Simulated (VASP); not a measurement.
# W2C3 (P6_3/mmc) in VASP: a series of runs, part 2 of 2

VASP 6.6.1. The steps go on from the part before.

## (3) Relaxation of cell and atoms, PBE

This run uses another cell than the first one, of 9.53 Å³/atom, 0.981 times its volume.

Contents of INCAR:

```
SYSTEM = W2C3
ALGO     = Normal         ! electronic algorithm
EDIFF    = 1E-7           ! SCF threshold, eV
EDIFFG   = -0.005         ! ionic threshold
ENCUT    = 520            ! plane-wave cutoff, eV
GGA      = PE             ! functional
IBRION   = 2              ! ionic algorithm
ISIF     = 3              ! what is computed and relaxed
ISMEAR   = 0              ! smearing method
KPAR     = 4            
LASPH    = .True.         ! aspherical terms in the spheres
LCHARG   = .False.        ! write CHGCAR
LREAL    = .False.        ! projectors in reciprocal space
LWAVE    = .False.        ! write WAVECAR
NELM     = 120            ! most SCF steps
NSW      = 60             ! ionic steps
POTIM    = 0.3            ! step
PREC     = Accurate       ! precision mode
SIGMA    = 0.1            ! smearing width, eV
```

Contents of KPOINTS:

```
k-points
0
Gamma
  12 12 2
  0 0 0
```

Contents of POSCAR:

```
W2C3                                    
1.0
    2.7782547289      0.0000000000      0.0000000000
   -1.3891273644      2.4060391817     -0.0000000000
    0.0000000000      0.0000000000     14.2571703701
  W               C             
     4     6
Direct
     0.3333333300000021    0.6666666699999979    0.1483596822834740
     0.6666666699999979    0.3333333300000021    0.6483596822834740
     0.3333333300000021    0.6666666699999979    0.3516403177165259
     0.6666666699999979    0.3333333300000021    0.8516403177165260
     0.0000000000000000    0.0000000000000000    0.2500000000000000
     0.0000000000000000    1.0000000000000000    0.7500000000000000
     0.3333333300000021    0.6666666699999979    0.9856287927778318
     0.6666666699999979    0.3333333300000021    0.4856287927778317
     0.3333333300000021    0.6666666699999979    0.5143712072221682
     0.6666666699999979    0.3333333300000021    0.0143712072221683
```

Potentials or basis: VASP PAW PBE potentials, release 64 (W_sv, C).

Command:

```sh
$ cat potpaw_PBE.64/W_sv/POTCAR potpaw_PBE.64/C/POTCAR > POTCAR
$ mpirun -np 4 vasp_std > vasp.out
```

OUTCAR:

```text
SYSTEM = W2C3
   EDIFF = 1E-7
   EDIFFG = -0.005
   ENCUT = 520
   GGA = PE
   IBRION = 2
   ISIF = 3
   ISMEAR = 0
   LASPH = .True.
   LREAL = .False.
   NELM = 120
   NSW = 60
   POTIM = 0.3
   PREC = Accurate

 ion  position               nearest neighbor table
   1  0.333  0.667  0.148-   5 2.16   5 2.16   5 2.16   7 2.32  10 2.49  10 2.49  10 2.49   3 2.90

   2  0.667  0.333  0.648-   6 2.16   6 2.16   6 2.16   8 2.32   9 2.49   9 2.49   9 2.49   4 2.90

   3  0.333  0.667  0.352-   5 2.16   5 2.16   5 2.16   9 2.32   8 2.49   8 2.49   8 2.49   1 2.90

   4  0.667  0.333  0.852-   6 2.16   6 2.16   6 2.16  10 2.32   7 2.49   7 2.49   7 2.49   2 2.90

   5  0.000  0.000  0.250-   1 2.16   3 2.16   1 2.16   3 2.16   1 2.16   3 2.16
   6  0.000  0.000  0.750-   2 2.16   4 2.16   2 2.16   4 2.16   2 2.16   4 2.16
   7  0.333  0.667  0.986-  10 1.66  10 1.66  10 1.66   1 2.32   4 2.49   4 2.49   4 2.49
   8  0.667  0.333  0.486-   9 1.66   9 1.66   9 1.66   2 2.32   3 2.49   3 2.49   3 2.49
   9  0.333  0.667  0.514-   8 1.66   8 1.66   8 1.66   3 2.32   2 2.49   2 2.49   2 2.49
  10  0.667  0.333  0.014-   7 1.66   7 1.66   7 1.66   4 2.32   1 2.49   1 2.49   1 2.49

  LATTYP: Found a hexagonal cell.
 ALAT       =     2.7782547289
 C/A-ratio  =     5.1317002080

  Lattice vectors:

 A1 = (   2.7782547289,   0.0000000000,   0.0000000000)
 A2 = (  -1.3891273644,   2.4060391817,   0.0000000000)
 A3 = (   0.0000000000,   0.0000000000,  14.2571703701)

Analysis of symmetry for initial positions (statically):
=====================================================================
 Subroutine PRICEL returns:
 Original cell was already a primitive cell.

 Routine SETGRP: Setting up the symmetry group for a
 hexagonal supercell.

 Subroutine GETGRP returns: Found 24 space group operations
 (whereof 12 operations were pure point group operations)
 out of a pool of 24 trial point group operations.

The static configuration has the point symmetry D_3d.
 The point group associated with its full space group is D_6h.

[... 160 lines left out ...]
 conjugate gradient relaxation of ions
 non-spin polarized calculation
 Gauss-broadening in eV      SIGMA  =   0.10
  energy-cutoff  :      520.00
  volume of cell :       95.30
 maximum number of plane-waves:      2590
 NGX is ok and might be reduce to    24
   NGX = 11   NGY = 11   NGZ = 53

 number of electron      79.9999989 magnetization

 Free energy of the ion-electron system (eV)
  ---------------------------------------------------
  ext. energy  EPLUGINS =         0.00000000
  ---------------------------------------------------
  free energy    TOTEN  =      -100.40448274 eV

  energy without entropy =     -100.38045498  energy(sigma->0) =     -100.39246886

 E-fermi :  12.2071     XC(G=0): -13.6899

 val. band max:       12.1641108424   @ k =   0.3333   0.1667   0.5000
 cond. band min:      12.2173304621   @ k =   0.3333   0.2500   0.5000
 fundamental gap:      0.0532196197
 Fermi energy:        12.2071349667

 k-point     1 :       0.0000    0.0000    0.0000
  band No.  band energies     occupation
      1     -62.4361      2.00000
      2     -62.4360      2.00000
      3     -62.4200      2.00000
      4     -62.4200      2.00000
      5     -27.1847      2.00000
      6     -27.1718      2.00000
[... 1213 lines left out ...]
     47      14.7668      0.00000
     48      14.7669      0.00000

 [... further k-points ...]

------------------------ aborting loop because EDIFF is reached ----------------------------------------

  FORCE on cell =-STRESS in cart. coord.  units (eV):
  Direction    XX          YY          ZZ          XY          YZ          ZX
  --------------------------------------------------------------------------------------
  -------------------------------------------------------------------------------------
  Total       -0.0247113     -0.0247113      0.0107335     -0.0000000      0.0000000     -0.0000000
  in kB       -0.4154294     -0.4154294      0.1804446     -0.0000000      0.0000000     -0.0000000
  external PRESSURE =      -0.2168047 kB  Pullay stress =       0.0000000 kB

 VOLUME and BASIS-vectors are now :
 -----------------------------------------------------------------------------
  energy-cutoff  :      520.00
  volume of cell :       95.30
      direct lattice vectors                 reciprocal lattice vectors
     2.778254729  0.000000000  0.000000000     0.359938198  0.207810415  0.000000000
    -1.389127364  2.406039182  0.000000000     0.000000000  0.415620829  0.000000000
     0.000000000  0.000000000 14.257170370     0.000000000  0.000000000  0.070140145

 POSITION                                       TOTAL-FORCE (eV/Angst)
 -----------------------------------------------------------------------------------
     -0.00000      1.60403      2.11519        -0.000000      0.000000      0.003920
      1.38913      0.80201      9.24377        -0.000000     -0.000000      0.003920
     -0.00000      1.60403      5.01340         0.000000     -0.000000     -0.003920
      1.38913      0.80201     12.14198        -0.000000      0.000000     -0.003920
      0.00000      0.00000      3.56429         0.000000     -0.000000      0.000000
      0.00000      0.00000     10.69288         0.000000      0.000000      0.000000
     -0.00000      1.60403     14.05228        -0.000000     -0.000000      0.003644
      1.38913      0.80201      6.92369        -0.000000      0.000000      0.003644
     -0.00000      1.60403      7.33348         0.000000     -0.000000     -0.003644
      1.38913      0.80201      0.20489        -0.000000      0.000000     -0.003644
 -----------------------------------------------------------------------------------
    total drift:                                0.000004     -0.000002      0.000007

  FREE ENERGIE OF THE ION-ELECTRON SYSTEM (eV)
  ---------------------------------------------------
  free  energy   TOTEN  =      -100.4044827440 eV

  energy  without entropy=     -100.3804549766  energy(sigma->0) =     -100.39246886

 reached required accuracy - stopping structural energy minimisation
```

OSZICAR:

```text
N       E                     dE             d eps       ncg     rms          rms(c)
DAV:   1     0.966899777075E+03    0.96690E+03   -0.45011E+04  3648   0.189E+03
DAV:   2    -0.248869088944E+02   -0.99179E+03   -0.95990E+03  3736   0.580E+02
DAV:   3    -0.106099669407E+03   -0.81213E+02   -0.77882E+02  4344   0.147E+02
DAV:   4    -0.109470072158E+03   -0.33704E+01   -0.32004E+01  4544   0.257E+01
DAV:   5    -0.109559878546E+03   -0.89806E-01   -0.89100E-01  4576   0.388E+00    0.597E+01
DAV:   6    -0.100738747035E+03    0.88211E+01   -0.61403E+01  4504   0.321E+01    0.206E+01
DAV:   7    -0.100471499516E+03    0.26725E+00   -0.40354E+00  4440   0.102E+01    0.875E+00
DAV:   8    -0.100407153048E+03    0.64346E-01   -0.43936E-01  4312   0.327E+00    0.770E-01
DAV:   9    -0.100404935870E+03    0.22172E-02   -0.83322E-02  4384   0.107E+00    0.306E-01
DAV:  10    -0.100405127250E+03   -0.19138E-03   -0.21075E-02  4672   0.712E-01    0.157E-01
DAV:  11    -0.100404467277E+03    0.65997E-03   -0.41331E-03  4816   0.307E-01    0.390E-02
DAV:  12    -0.100404482642E+03   -0.15366E-04   -0.47986E-04  4704   0.965E-02    0.201E-02
DAV:  13    -0.100404483009E+03   -0.36656E-06   -0.37186E-05  4536   0.297E-02    0.708E-03
DAV:  14    -0.100404482630E+03    0.37906E-06   -0.61328E-06  4536   0.141E-02    0.294E-03
DAV:  15    -0.100404482800E+03   -0.16989E-06   -0.72250E-07  3776   0.581E-03    0.114E-03
DAV:  16    -0.100404482744E+03    0.55799E-07   -0.12165E-07  2720   0.226E-03
   1 F= -.10040448E+03 E0= -.10039247E+03  d E =-.100404E+03
```

CONTCAR:

```text
W2C3
   1.00000000000000
     2.7782547288999999    0.0000000000000000    0.0000000000000000
    -1.3891273644000000    2.4060391817000002    0.0000000000000000
     0.0000000000000000    0.0000000000000000   14.2571703701000008
  W               C
     4     6
Direct
     0.3333333300000021    0.6666666699999979    0.1483596822834770
     0.6666666699999979    0.3333333300000021    0.6483596822834770
     0.3333333300000021    0.6666666699999979    0.3516403177165230
     0.6666666699999979    0.3333333300000021    0.8516403177165230
     0.0000000000000000    0.0000000000000000    0.2500000000000000
     0.0000000000000000    0.0000000000000000    0.7500000000000000
     0.3333333300000021    0.6666666699999979    0.9856287927778311
     0.6666666699999979    0.3333333300000021    0.4856287927778311
     0.3333333300000021    0.6666666699999979    0.5143712072221689
     0.6666666699999979    0.3333333300000021    0.0143712072221689

  0.00000000E+00  0.00000000E+00  0.00000000E+00
  0.00000000E+00  0.00000000E+00  0.00000000E+00
  0.00000000E+00  0.00000000E+00  0.00000000E+00
  0.00000000E+00  0.00000000E+00  0.00000000E+00
  0.00000000E+00  0.00000000E+00  0.00000000E+00
  0.00000000E+00  0.00000000E+00  0.00000000E+00
  0.00000000E+00  0.00000000E+00  0.00000000E+00
  0.00000000E+00  0.00000000E+00  0.00000000E+00
  0.00000000E+00  0.00000000E+00  0.00000000E+00
  0.00000000E+00  0.00000000E+00  0.00000000E+00
```

Run time: 70 s. Hardware: 4 MPI ranks of Intel Xeon Platinum 8375C at 2.90GHz (Ice Lake), shared host; peak memory 0.31 GiB.

Results:

| Item | Value |
| --- | --- |
| Free energy | -100.4045 eV |
| Pressure after relaxing | 0.0 GPa |
| Largest force after relaxing | 0.004 eV/Å |
| Band gap on the k mesh | none (metal or under the smearing width) |

Forces in eV/Å, atoms in the order of the input:
```
W    0.000  0.000  0.004
W    0.000  0.000  0.004
W    0.000  0.000 -0.004
W    0.000  0.000 -0.004
C    0.000  0.000  0.000
C    0.000  0.000  0.000
C    0.000  0.000  0.004
C    0.000  0.000  0.004
C    0.000  0.000 -0.004
C    0.000  0.000 -0.004
```

Final structure:
```xyz
10
Lattice="2.7783 0.0000 0.0000 -1.3891 2.4060 0.0000 0.0000 0.0000 14.2572" Properties=species:S:1:pos:R:3 pbc="T T T"
W     0.0000    1.6040    2.1152
W     1.3891    0.8020    9.2438
W     0.0000    1.6040    5.0134
W     1.3891    0.8020   12.1420
C     0.0000    0.0000    3.5643
C     0.0000    0.0000   10.6929
C     0.0000    1.6040   14.0523
C     1.3891    0.8020    6.9237
C     0.0000    1.6040    7.3335
C     1.3891    0.8020    0.2049
```

Levels at points of the mesh, in eV from the Fermi level:
```csv
k point,band 36,band 37,band 38,band 39,band 40,band 41,band 42,band 43,band 44,band 45
"(0.00, 0.00, 0.00)",-1.52,-1.20,-1.20,-0.67,-0.62,0.02,0.02,0.28,0.28,0.61
"(0.50, 0.00, 0.00)",-3.43,-3.30,-2.74,0.64,0.99,1.21,1.74,2.11,2.39,3.09
"(0.00, 0.00, 0.50)",-1.35,-1.35,-1.35,-0.67,-0.67,0.14,0.14,0.14,0.14,1.14
"(0.50, 0.00, 0.50)",-3.47,-3.01,-3.01,1.12,1.12,1.29,1.29,1.92,1.92,3.28
```

Caveat: the relaxation stopped at its first step, so nothing moved. The run has no spin-orbit coupling, so splittings on W are missing.
